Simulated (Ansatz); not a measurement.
# KI: the cost of one run

Method: DFT PBE, scalar-relativistic, plane waves, PAW, in Ansatz 0.2.0.

## (1) The structure to begin with

The structure is cubic, space group Pm-3m (No. 221). The conventional cell has a = 4.291 Å, b = 4.291 Å, c = 4.291 Å, α = 90.00°, β = 90.00°, γ = 90.00°. K (site symmetry m-3m) is surrounded by 8 I at 3.72 Å. I (site symmetry m-3m) has 8 K at 3.72 Å as nearest neighbours.

Structure file:

```
K I
1.0
     4.29120    0.00000    0.00000
     0.00000    4.29120    0.00000
     0.00000    0.00000    4.29120
K I
1 1
Direct
  0.00000 0.00000 0.00000
  0.50000 0.50000 0.50000
```

It goes back to an entry of the Materials Project, which need not be the stable form.

No relaxation comes first: the listed cell is the starting point.

## (2) Setting up a tetragonal deformation path

At fixed volume and fractional coordinates, lengths along (0.000, 0.000, 1.000) are scaled against those across it; ρ is that ratio over its starting value.

## (3) At ρ = 0.707

File input.yaml:

```yaml
crystal:
  lattice:
    - [4.8169478762, 0.0, 0.0]
    - [0.0, 4.8169478762, 0.0]
    - [0.0, 0.0, 3.4055821485]
  atoms:
    - { symbol: K, position: [0.0, 0.0, 0.0] }
    - { symbol: I, position: [0.5, 0.5, 0.5] }
basis:
  ecutwfc: 420
kpoints:
  mp_grid: { grid: [6, 6, 6] }
hamiltonian:
  xc: pbe
scf:
  occupations: { method: gaussian, width: 0.05 }
output:
  forces: true
  stress: true
  eigenvalues: true
```

Started as:

```sh
$ ansatz run input.yaml --threads 1 --pin off --max-ram 1228MiB --backend cpu --events-out ev --progress --plain --runs-dir out
```

**Question.** How long does this run take on 1 thread of an Arm CPU, shared host, and how much memory does it need?

About 3.5 s, with a peak of 0.34 GiB.
